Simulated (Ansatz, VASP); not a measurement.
## Sc in VASP and in Ansatz

File INCAR:

```
PREC = Accurate
ENCUT = 520
EDIFF = 1E-8
ISMEAR = -1
SIGMA = 0.05
LREAL = False
LASPH = True
NELM = 100
ALGO = Fast
ISIF = 2
LWAVE = False
LCHARG = False
LEFG = True
NBANDS = 12
```

Contents of KPOINTS:

```
regular mesh
0
Gamma
  13 13 13
```

The input POSCAR:

```
Sc
1.0
   -1.8387250820      1.8387250820      1.8387250820
    1.8387250820     -1.8387250820      1.8387250820
    1.8387250820      1.8387250820     -1.8387250820
Sc
1
Direct
    0.0000000000      0.0000000000      0.0000000000
```

Input for Ansatz:

```yaml
crystal:
  lattice:
    - [-1.838725082, 1.838725082, 1.838725082]
    - [1.838725082, -1.838725082, 1.838725082]
    - [1.838725082, 1.838725082, -1.838725082]
  atoms:
    - { symbol: Sc, position: [0.0, 0.0, 0.0] }
kpoints:
  mp_grid: { grid: [13, 13, 13] }
  band_path:
    path:
      - [0.0, 0.0, 0.0]
      - [0.5, -0.5, 0.5]
      - [0.0, 0.0, 0.5]
      - [0.0, 0.0, 0.0]
      - [0.25, 0.25, 0.25]
      - [0.5, -0.5, 0.5]
      - [0.25, 0.25, 0.25]
      - [0.0, 0.0, 0.5]
    npoints: 5
scf:
  occupations: { method: fermi_dirac, width: 0.05 }
hamiltonian:
  xc: lda
  pseudopotentials: { kind: paw }
output:
  forces: true
  stress: true
  eigenvalues: true
  efg: { contact_densities: true }
```

Alike in both runs: task electric field gradients; functional LDA; k mesh 13 × 13 × 13; occupations fermi-dirac, width 0.05 eV; no spin polarisation.

|  | VASP | Ansatz |
| --- | --- | --- |
| version | VASP 6.6.1 | Ansatz 0.2.0 |
| potentials or method | VASP PAW LDA potentials, release 64 (Sc_sv) | PAW with Ansatz's default frozen-core files, scalar-relativistic |
| plane-wave cutoff (eV) | 520 | 420 |
| valence electrons in the cell | 11 | 11 |

|  | VASP | Ansatz | Ansatz less VASP |
| --- | --- | --- | --- |
| pressure (GPa) | -4.6 | -4.7 | -0.06 |
| Vzz of the field gradient on the site that differs most (V/Å²) | 0.0 | 0.0 | 0.00 |
